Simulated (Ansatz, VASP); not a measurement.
## HfN (HfN (100), 2 layers) in VASP and in Ansatz

```
Hf N
1.0
     3.21598    0.00000    0.00000
     0.00000    3.21598    0.00000
     0.00000    0.00000   18.27400
Hf N
2 2
Cartesian
  0.0000 0.0000 8.0751
  1.6080 1.6080 10.1989
  1.6080 1.6080 7.9573
  0.0000 0.0000 10.3167
```

Alike in both runs: functional PBE; k mesh 11 × 11 × 1; occupations fermi-dirac, width 0.08 eV; no spin polarisation.

Ansatz relaxed the structure, and its values are those at the end. VASP's run is a single point on that final structure, the one shown.

```csv
,VASP,Ansatz
version,VASP 6.6.1,Ansatz 0.2.0
potentials or method,"VASP PAW PBE potentials, release 64 (Hf_pv, N), cutoff 520 eV","all-electron LAPW, scalar-relativistic"
```

|  | VASP | Ansatz | Ansatz less VASP |
| --- | --- | --- | --- |
| rms of the force components (eV/Å) | 0.043 | 0.003 | -0.0391 |

Ansatz ran all-electron here, so the differences hold the error of VASP's frozen core and of both bases. Ansatz warned: «vacuum_below_fermi».

The runs have no spin-orbit coupling, so splittings on Hf are missing.
